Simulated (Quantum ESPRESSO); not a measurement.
# Bi (Im-3m) in Quantum ESPRESSO: settings compared

Aim: see how the results for Bi move with the level of theory and the settings. Levels: PBEsol, PBE, LDA. Tasks: phonons, energy-loss spectrum.

Program: Quantum ESPRESSO 7.5. These are calculated values, not measurements. Logs are shortened: lines on timing, memory, paths and dates and some standing lists are left out, and cuts for length are marked.

## 1. The structure

The structure is cubic, space group Im-3m (No. 229). Conventional cell: a = 3.963 Å, b = 3.963 Å, c = 3.963 Å, α = 90.00°, β = 90.00°, γ = 90.00°. Bi (site symmetry m-3m) is surrounded by 8 Bi at 3.43 Å.

This isn't the form of Bi at room conditions, which is rhombohedral.

## 2. Phonons, PBEsol

File pw.in:

```
&CONTROL
  calculation = 'scf'
  prefix = 'pwscf'
  outdir = './tmp'
  pseudo_dir = './pseudo'
  tprnfor = .true.
  tstress = .true.
  disk_io = 'low'
/
&SYSTEM
  ibrav = 0
  nat = 1
  ntyp = 1
  ecutwfc = 66
  nbnd = 13
  occupations = 'smearing'
  smearing = 'mv'
  degauss = 0.00999582
/
&ELECTRONS
  conv_thr = 2d-10
  electron_maxstep = 120
  mixing_beta = 0.5
/
ATOMIC_SPECIES
Bi   208.9804 Bi.upf
CELL_PARAMETERS angstrom
  -1.9814305318    1.9814305318    1.9814305318
   1.9814305318   -1.9814305318    1.9814305318
   1.9814305318    1.9814305318   -1.9814305318
ATOMIC_POSITIONS crystal
Bi     0.0000000000    0.0000000000    0.0000000000
K_POINTS automatic
9 9 9 0 0 0
```

File relax.in:

```
&CONTROL
  calculation = 'vc-relax'
  prefix = 'pwscf'
  outdir = './tmp'
  pseudo_dir = './pseudo'
  tprnfor = .true.
  tstress = .true.
  disk_io = 'low'
  nstep = 40
  forc_conv_thr = 0.0001
  etot_conv_thr = 1d-06
/
&SYSTEM
  ibrav = 0
  nat = 1
  ntyp = 1
  ecutwfc = 66
  nbnd = 13
  occupations = 'smearing'
  smearing = 'mv'
  degauss = 0.00999582
/
&ELECTRONS
  conv_thr = 2d-10
  electron_maxstep = 120
  mixing_beta = 0.5
/
&IONS
  ion_dynamics = 'bfgs'
/
&CELL
  cell_dynamics = 'bfgs'
  press = 0
  press_conv_thr = 0.2
/
ATOMIC_SPECIES
Bi   208.9804 Bi.upf
CELL_PARAMETERS angstrom
  -1.9814305318    1.9814305318    1.9814305318
   1.9814305318   -1.9814305318    1.9814305318
   1.9814305318    1.9814305318   -1.9814305318
ATOMIC_POSITIONS crystal
Bi     0.0000000000    0.0000000000    0.0000000000
K_POINTS automatic
9 9 9 0 0 0
```

File scf2.in:

```
&CONTROL
  calculation = 'scf'
  prefix = 'pwscf'
  outdir = './tmp'
  pseudo_dir = './pseudo'
  tprnfor = .true.
  tstress = .true.
  disk_io = 'low'
/
&SYSTEM
  ibrav = 0
  nat = 1
  ntyp = 1
  ecutwfc = 66
  nbnd = 13
  occupations = 'smearing'
  smearing = 'mv'
  degauss = 0.00999582
/
&ELECTRONS
  conv_thr = 1d-13
  electron_maxstep = 120
  mixing_beta = 0.5
  startingpot = 'file'
  startingwfc = 'file'
/
ATOMIC_SPECIES
Bi   208.9804 Bi.upf
CELL_PARAMETERS angstrom
  -1.9585050784    1.9585050784    1.9585050784
   1.9585050784   -1.9585050784    1.9585050784
   1.9585050784    1.9585050784   -1.9585050784
ATOMIC_POSITIONS crystal
Bi     0.0000000000    0.0000000000    0.0000000000
K_POINTS automatic
9 9 9 0 0 0
```

File ph.in:

```
phonons of Bi
&INPUTPH
  prefix = 'pwscf'
  outdir = './tmp'
  tr2_ph = 1d-16
  fildyn = 'dyn'
  niter_ph = 60
  alpha_mix(1) = 0.4
/
0.0000000000 0.8660254038 0.0000000000
```

Potentials or basis: PseudoDojo 0.4.1 SR PBEsol standard.

Started as:

```sh
> OMP_NUM_THREADS=1 pw.x -in pw.in > pw.out
> OMP_NUM_THREADS=1 pw.x -in relax.in > relax.out
> OMP_NUM_THREADS=1 pw.x -in scf2.in > scf2.out
> OMP_NUM_THREADS=1 ph.x -in ph.in > ph.out
```

pw.out:

```text
This program is part of the open-source Quantum ESPRESSO suite
     for quantum simulation of materials; please cite
[... 9 lines left out ...]
     --------------------
     sticks:   dense  smooth     PW     G-vecs:    dense   smooth      PW
     Sum         841     841    261                15299    15299    2587

     Using Slab Decomposition

     bravais-lattice index     =            0
     lattice parameter (alat)  =       6.4854  a.u.
     unit-cell volume          =     209.9874 (a.u.)^3
     number of atoms/cell      =            1
     number of atomic types    =            1
     number of electrons       =        15.00
     number of Kohn-Sham states=           13
     kinetic-energy cutoff     =      66.0000  Ry
     charge density cutoff     =     264.0000  Ry
     scf convergence threshold =      2.0E-10
     mixing beta               =       0.5000
     number of iterations used =            8  plain     mixing
     Exchange-correlation= PBESOL
                           (   1   4  10   8   0   0   0)

     celldm(1)=   6.485424  celldm(2)=   0.000000  celldm(3)=   0.000000
     celldm(4)=   0.000000  celldm(5)=   0.000000  celldm(6)=   0.000000

     crystal axes: (cart. coord. in units of alat)
               a(1) = (  -0.577350   0.577350   0.577350 )
               a(2) = (   0.577350  -0.577350   0.577350 )
               a(3) = (   0.577350   0.577350  -0.577350 )

     reciprocal axes: (cart. coord. in units 2 pi/alat)
               b(1) = ( -0.000000  0.866025  0.866025 )
               b(2) = (  0.866025 -0.000000  0.866025 )
               b(3) = (  0.866025  0.866025  0.000000 )

     PseudoPot. # 1 for Bi read from file:
     Bi.upf
     Pseudo is Norm-conserving + core correction, Zval = 15.0
     Generated using ONCVPSP code by D. R. Hamann
     Using radial grid of 1472 points,  6 beta functions with:
                l(1) =   0
                l(2) =   0
                l(3) =   1
                l(4) =   1
                l(5) =   2
                l(6) =   2

     atomic species   valence    mass     pseudopotential
     Bi               15.00   208.98040     Bi( 1.00)

     48 Sym. Ops., with inversion, found

   Cartesian axes

     site n.     atom                  positions (alat units)
         1        Bi     tau(   1) = (   0.0000000   0.0000000   0.0000000  )

     number of k points=    35  Marzari-Vanderbilt smearing, width (Ry)=  0.0100
                       cart. coord. in units 2pi/alat
        k(    1) = (   0.0000000   0.0000000   0.0000000), wk =   0.0027435
        k(    2) = (   0.0962250   0.0962250   0.0000000), wk =   0.0329218
        k(    3) = (   0.1924501   0.1924501   0.0000000), wk =   0.0329218
        k(    4) = (   0.2886751   0.2886751   0.0000000), wk =   0.0329218
        k(    5) = (   0.3849002   0.3849002   0.0000000), wk =   0.0329218
        k(    6) = (   0.1924501   0.0962250   0.0962250), wk =   0.0658436
[... 27 lines left out ...]
        k(   34) = (  -0.7698004  -0.0962250  -0.0962250), wk =   0.0219479
        k(   35) = (   0.0000000   0.0000000   0.7698004), wk =   0.0164609

     Dense  grid:    15299 G-vectors     FFT dimensions: (  36,  36,  36)

     Initial potential from superposition of free atoms

     starting charge      14.9992, renormalised to      15.0000
     Starting wfcs are    9 randomized atomic wfcs +    4 random wfcs

     Self-consistent Calculation

     iteration #  1     ecut=    66.00 Ry     beta= 0.50
     Davidson diagonalization with overlap
     ethr =  1.00E-02,  avg # of iterations =  4.7

     Threshold (ethr) on eigenvalues was too large:
     Diagonalizing with lowered threshold

     Davidson diagonalization with overlap
     ethr =  1.46E-05,  avg # of iterations =  6.3

     total energy              =    -163.85074685 Ry
     estimated scf accuracy    <       0.00213525 Ry

     iteration #  2     ecut=    66.00 Ry     beta= 0.50
     Davidson diagonalization with overlap
     ethr =  1.42E-05,  avg # of iterations =  1.0

     total energy              =    -163.85089460 Ry
     estimated scf accuracy    <       0.00027540 Ry

     iteration #  3     ecut=    66.00 Ry     beta= 0.50
     Davidson diagonalization with overlap
     ethr =  1.84E-06,  avg # of iterations =  2.9

     total energy              =    -163.85091637 Ry
     estimated scf accuracy    <       0.00001970 Ry

     iteration #  4     ecut=    66.00 Ry     beta= 0.50
     Davidson diagonalization with overlap
     ethr =  1.31E-07,  avg # of iterations =  1.0

     total energy              =    -163.85091764 Ry
     estimated scf accuracy    <       0.00000035 Ry

     iteration #  5     ecut=    66.00 Ry     beta= 0.50
     Davidson diagonalization with overlap
     ethr =  2.31E-09,  avg # of iterations =  3.6

     total energy              =    -163.85091778 Ry
     estimated scf accuracy    <       0.00000012 Ry

     iteration #  6     ecut=    66.00 Ry     beta= 0.50
     Davidson diagonalization with overlap
     ethr =  7.95E-10,  avg # of iterations =  2.0

     total energy              =    -163.85091781 Ry
     estimated scf accuracy    <          3.3E-09 Ry

     iteration #  7     ecut=    66.00 Ry     beta= 0.50
     Davidson diagonalization with overlap
     ethr =  2.20E-11,  avg # of iterations =  1.5

     End of self-consistent calculation

          k = 0.0000 0.0000 0.0000 (  1865 PWs)   bands (ev):

   -11.2124 -11.2124 -11.2124 -11.0836 -11.0836  -1.7842  16.8627  16.8627
    16.8627  20.8321  22.5851  22.5851  22.5851

          k = 0.0962 0.0962 0.0000 (  1909 PWs)   bands (ev):

   -11.2171 -11.2045 -11.1881 -11.0889 -11.0845  -1.5597  14.8476  16.2212
    16.6631  20.6687  21.4716  22.2521  22.4695

          k = 0.1925 0.1925 0.0000 (  1910 PWs)   bands (ev):

   -11.2289 -11.1888 -11.1258 -11.0990 -11.0868  -0.9029  11.7284  15.0123
    16.1528  19.1561  20.4091  22.3719  23.7308

          k = 0.2887 0.2887 0.0000 (  1912 PWs)   bands (ev):

   -11.2424 -11.1833 -11.0993 -11.0893 -11.0539   0.0985   8.9008  13.9792
    15.6035  18.2076  19.7067  23.1939  24.6560

          k = 0.3849 0.3849 0.0000 (  1904 PWs)   bands (ev):

   -11.2511 -11.1881 -11.0918 -11.0909 -11.0063   1.0823   6.9687  13.4110
    15.2704  17.7551  19.3594  24.2285  25.6224

          k = 0.1925 0.0962 0.0962 (  1912 PWs)   bands (ev):

   -11.2175 -11.2006 -11.1442 -11.0972 -11.0862  -1.1185  12.7587  15.0419
    15.9774  20.3855  20.6456  22.4961  23.2128

          k = 0.2887 0.1925 0.0962 (  1915 PWs)   bands (ev):

   -11.2271 -11.1847 -11.1042 -11.0913 -11.0809  -0.2819  10.1851  13.4960
    15.2909  19.4406  20.8958  22.2376  25.2220

          k = 0.3849 0.2887 0.0962 (  1904 PWs)   bands (ev):

   -11.2373 -11.1793 -11.0983 -11.0927 -11.0303   0.7633   7.9045  12.5402
    14.7825  18.8161  20.8834  22.8332  25.7736

          k = 0.4811 0.3849 0.0962 (  1900 PWs)   bands (ev):

   -11.2413 -11.1807 -11.0952 -11.0911 -11.0098   1.3587   6.8731  12.2210
    14.5978  18.6078  20.7785  23.7795  25.0036

          k = 0.3849 0.1925 0.1925 (  1900 PWs)   bands (ev):

   -11.2233 -11.1693 -11.1037 -11.0981 -11.0475   0.6284   8.7720  11.3971
    14.6213  19.8393  21.0821  24.2951  25.1441

          k = 0.4811 0.2887 0.1925 (  1896 PWs)   bands (ev):

   -11.2240 -11.1555 -11.1058 -11.0907 -11.0359   1.4551   7.6635  10.2466
    14.2624  19.7661  22.0797  24.1359  24.4773

          k = 0.5774 0.2887 0.2887 (  1881 PWs)   bands (ev):

   -11.2189 -11.1256 -11.1256 -11.0657 -11.0657   1.7617   8.4611   8.4611
    14.0923  20.4122  22.5797  22.5797  28.0319

          k = 0.1925 0.1925 0.1925 (  1922 PWs)   bands (ev):

   -11.2122 -11.2122 -11.0932 -11.0932 -11.0915  -0.4874  10.8005  14.1180
    14.1180  21.5749  21.5749  23.0218  23.9664

          k = 0.2887 0.2887 0.1925 (  1905 PWs)   bands (ev):

   -11.2228 -11.1888 -11.0971 -11.0911 -11.0533   0.4469   8.8990  12.2530
    13.3588  21.4235  22.2447  24.1781  24.7499

          k = 0.3849 0.3849 0.1925 (  1893 PWs)   bands (ev):

   -11.2286 -11.1723 -11.0917 -11.0908 -11.0378   1.3125   7.4569  11.3294
    12.9513  21.0621  22.3187  24.9576  26.0150

          k =-0.0000-0.0000 0.1925 (  1913 PWs)   bands (ev):

   -11.1953 -11.1953 -11.1898 -11.0996 -11.0831  -1.3369  14.2616  15.5538
    15.5538  20.0914  21.9220  21.9220  22.8939

          k = 0.3849 0.2887 0.2887 (  1906 PWs)   bands (ev):

   -11.2107 -11.1687 -11.0936 -11.0935 -11.0562   1.2635   8.1607  10.5339
    12.2579  22.6818  23.8257  25.6592  25.7967

          k = 0.4811 0.3849 0.2887 (  1897 PWs)   bands (ev):

   -11.2084 -11.1443 -11.0973 -11.0889 -11.0720   1.6624   7.9769   9.6423
    11.9833  22.8453  24.7098  25.7888  25.8484

          k = 0.0000-0.0962 0.2887 (  1913 PWs)   bands (ev):

   -11.2039 -11.1762 -11.1293 -11.1139 -11.0883  -0.6860  11.7583  14.3433
    14.9071  19.2574  21.2275  21.4035  25.3117

          k =-0.0000-0.1925 0.3849 (  1898 PWs)   bands (ev):

   -11.2164 -11.1718 -11.1125 -11.0957 -11.0568   0.3021   9.0807  13.3293
    14.4353  19.1737  20.7264  20.9612  25.7708

          k = 0.0962-0.0962 0.3849 (  1903 PWs)   bands (ev):

   -11.1953 -11.1607 -11.1216 -11.1026 -11.0792   0.1284  10.1044  12.4915
    14.5820  18.7706  20.3512  23.4997  24.6698

          k = 0.0000-0.2887 0.4811 (  1905 PWs)   bands (ev):

   -11.2246 -11.1796 -11.1069 -11.0952 -11.0087   1.2637   7.2123  12.7749
    14.1358  19.0855  20.3686  21.7908  23.8425

          k = 0.0962-0.1925 0.4811 (  1903 PWs)   bands (ev):

   -11.1994 -11.1643 -11.1181 -11.0994 -11.0323   1.1289   8.2739  11.2703
    14.4605  19.0565  20.0308  23.2066  23.5860

          k =-0.7698-0.2887-0.2887 (  1895 PWs)   bands (ev):

   -11.2019 -11.1680 -11.1246 -11.0878 -11.0130   1.6839   7.3712  10.9002
    14.3883  19.1525  20.6836  21.7893  23.2756

          k =-0.6736-0.1925-0.2887 (  1898 PWs)   bands (ev):

   -11.1928 -11.1565 -11.1375 -11.0686 -11.0323   1.8290   8.1100   9.3695
    14.7723  19.5993  19.6221  21.1921  26.8274

          k = 0.3849 0.3849 0.3849 (  1908 PWs)   bands (ev):

   -11.1647 -11.1647 -11.1002 -11.0906 -11.0906   1.7153   8.5064  10.0777
    10.0777  25.9502  25.9502  26.3643  27.9427

          k = 0.0000 0.0000 0.3849 (  1918 PWs)   bands (ev):

   -11.1456 -11.1456 -11.1405 -11.1324 -11.1025  -0.0556  11.3737  13.1449
    13.1449  17.7050  23.2335  23.2335  24.5385

          k =-0.0000-0.0962 0.4811 (  1904 PWs)   bands (ev):

   -11.1651 -11.1501 -11.1280 -11.1079 -11.0638   0.8886   9.5410  12.1494
    12.6509  17.4160  22.5919  23.0210  23.1928

          k = 0.0000-0.1925 0.5774 (  1895 PWs)   bands (ev):

   -11.1782 -11.1567 -11.1444 -11.0869 -11.0146   1.7821   7.9086  11.6073
    12.5310  18.2031  20.6192  22.5466  22.6562

          k = 0.0962-0.0962 0.5774 (  1885 PWs)   bands (ev):

   -11.1795 -11.1546 -11.1336 -11.0748 -11.0326   1.7887   8.7570  10.5028
    12.7835  17.2133  20.3265  22.3765  26.0576

          k =-0.7698-0.1925-0.1925 (  1883 PWs)   bands (ev):

   -11.1823 -11.1680 -11.1344 -11.0557 -11.0188   2.2606   8.2985   9.8471
    12.9456  17.8160  18.8034  22.1562  26.0331

          k =-0.0000-0.0000 0.5774 (  1886 PWs)   bands (ev):

   -11.1880 -11.1592 -11.0778 -11.0778 -11.0674   1.7477   9.7813  11.1635
    11.1635  16.1348  20.0979  25.7962  25.9526

          k = 0.0000-0.0962 0.6736 (  1906 PWs)   bands (ev):

   -11.2013 -11.1866 -11.0782 -11.0531 -11.0214   2.5242   8.9204  10.6257
    11.0598  16.2200  17.9234  25.4595  25.6895

          k =-0.7698-0.0962-0.0962 (  1905 PWs)   bands (ev):

   -11.2051 -11.2051 -11.0673 -11.0245 -11.0245   2.8791   9.4388   9.4388
    11.2607  16.4251  16.4251  25.3328  28.3154

          k = 0.0000 0.0000 0.7698 (  1910 PWs)   bands (ev):

   -11.2196 -11.2151 -11.0267 -11.0267 -11.0251   3.1636   9.7736  10.0892
    10.0892  15.3628  15.9845  27.6579  28.9677

     the Fermi energy is    11.7657 ev

!    total energy              =    -163.85091781 Ry
     estimated scf accuracy    <          1.2E-10 Ry
     smearing contrib. (-TS)   =      -0.00005225 Ry
     internal energy E=F+TS    =    -163.85086556 Ry

     The total energy is F=E-TS. E is the sum of the following terms:
     one-electron contribution =     -42.14852295 Ry
     hartree contribution      =      30.57328111 Ry
     xc contribution           =     -42.93420107 Ry
     ewald contribution        =    -109.34142266 Ry

     convergence has been achieved in   7 iterations

     Forces acting on atoms (cartesian axes, Ry/au):

     atom    1 type  1   force =     0.00000000    0.00000000    0.00000000

     Total force =     0.000000     Total SCF correction =     0.000000

     Computing stress (Cartesian axis) and pressure

          total   stress  (Ry/bohr**3)                   (kbar)     P=      -20.33
  -0.00013818  -0.00000000  -0.00000000          -20.33       -0.00       -0.00
  -0.00000000  -0.00013818  -0.00000000           -0.00      -20.33       -0.00
  -0.00000000  -0.00000000  -0.00013818           -0.00       -0.00      -20.33

=------------------------------------------------------------------------------=
   JOB DONE.
=------------------------------------------------------------------------------=
```

Wall time 2.3 min (1 thread of Arm Neoverse V2, shared host); peak memory 0.09 GiB.

What came out:

```
Free energy                                 : -2229.3120 eV
Relaxed volume                              : 30.05 Å³/atom
Relaxed cell                                : a = 3.392 Å, b = 3.392 Å, c = 3.392 Å, α = 109.47°, β = 109.47°, γ = 109.47°
Space group after relaxing (to 0.05 Å)      : Im-3m (No. 229)
Pressure after relaxing                     : 0.0 GPa
Band gap on the k mesh                      : none (metal or under the smearing width)
Highest phonon frequency at the q point run : 64 cm⁻¹
```

The path:
| step | energy change (eV) | largest force (eV/Å) | pressure (GPa) | volume (Å³) |
| --- | --- | --- | --- | --- |
| 1 | 0.0000 | 0.0000 | -2.03 | 31.12 |
| 2 | -0.0035 | 0.0000 | -1.46 | 30.80 |
| 3 | -0.0065 | 0.0000 | -0.55 | 30.32 |
| 4 | -0.0070 | 0.0000 | 0.03 | 30.04 |
| 5 | -0.0070 | 0.0000 | 0.00 | 30.05 |

Final structure:
```cif
data_structure
_symmetry_space_group_name_H-M 'P 1'
_symmetry_Int_Tables_number 1
_cell_length_a 3.3922
_cell_length_b 3.3922
_cell_length_c 3.3922
_cell_angle_alpha 109.471
_cell_angle_beta 109.471
_cell_angle_gamma 109.471
_cell_volume 30.05
loop_
_atom_site_label
_atom_site_type_symbol
_atom_site_fract_x
_atom_site_fract_y
_atom_site_fract_z
_atom_site_occupancy
Bi1 Bi 0.00000 0.00000 0.00000 1
```

Phonon frequencies in cm⁻¹ (negative: imaginary):
```csv
q point,frequencies
"(0.500, -0.500, 0.500)",64 64 64
```

Phonon modes at q = (0.500, -0.500, 0.500) in reciprocal lattice units:
| mode | symmetry | cm⁻¹ |
| --- | --- | --- |
| 1 | T_1u | 64 |
| 2 | T_1u | 64 |
| 3 | T_1u | 64 |

Caveat: the q point doesn't lie on the k mesh, which can shift a metal's frequencies strongly unless the mesh is converged; spin-orbit coupling is left out, which moves the levels of the heavy elements.

(Continued in part 2 of 4.)
